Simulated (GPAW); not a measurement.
Runs of GPAW 26.7.0 on PtSe2 (Sudovikovite). Symmetry: P-3m1, No. 164, trigonal system. Conventional cell: a = 3.724 Å, b = 3.724 Å, c = 5.062 Å, α = 90.00°, β = 90.00°, γ = 120.00°. Around Pt (site symmetry -3m) lie 6 Se at 2.49 Å. Around Se (site symmetry 3m) lie 3 Pt at 2.49 Å. 

```tsv
task	level	potentials or basis	cell	k mesh	maxiter	optimizer	fmax	max steps	ranks	other keys	gap on the mesh (eV)	pressure (GPa)	relaxed volume (Å³/atom)	largest force (eV/Å)
relaxation of cell and atoms	LDA	the program's PAW data sets (release 1.2.1) made for this functional, pw	relaxed	6 × 6 × 4	150	BFGS	0.05 eV/Å	60	-	-	none	0.2	19.26	0.03
relaxation of cell and atoms	PBEsol	PAW data sets generated in the run's folder for this functional, pw	relaxed	7 × 7 × 5	150	BFGS	0.02 eV/Å	60	-	-	none	0.1	19.83	0.02
single point	PBE	GPAW PAW data sets (gpaw-data 1.2.1), pw	as given	11 × 11 × 7	80	-	-	-	-	several, not listed	none	7.4	-	0.59
relaxation of cell and atoms	PBEsol+D3(BJ)	PAW data sets generated in the run's folder for this functional, pw	relaxed	7 × 7 × 5	150	BFGS	0.02 eV/Å	60	-	-	none	0.0	(a)	-
relaxation of cell and atoms	rSCAN+D4	GPAW PAW data sets (gpaw-data 1.2.1), pw	relaxed	6 × 6 × 4	150	BFGS	0.05 eV/Å	100	-	-	none	0.1	(b)	0.02
relaxation of cell and atoms	PBE+D3	GPAW PAW data sets (gpaw-data 1.2.1), pw	relaxed	6 × 6 × 4	150	FIRE	0.01 eV/Å	100	-	-	none	0.0	19.81	0.01
```

Alike in all rows: no spin polarisation; cutoff (eV) 600; smearing fermi-dirac 0.05 eV.

**Question.** Estimate the missing entries.

**Answer.** (a) 18.75; (b) 20.64.

Caveats: later steps reuse the first step's grids (some runs); pairwise dispersion overbinds metals, which lowers pressure and volume (some runs); the PAW data sets were made with another functional, which shifts forces and pressure a little (some runs).

A k mesh can miss the band edges, and the runs leave out spin-orbit coupling on Pt, Se.

A gap of «none» marks a metal or a gap under the smearing width.
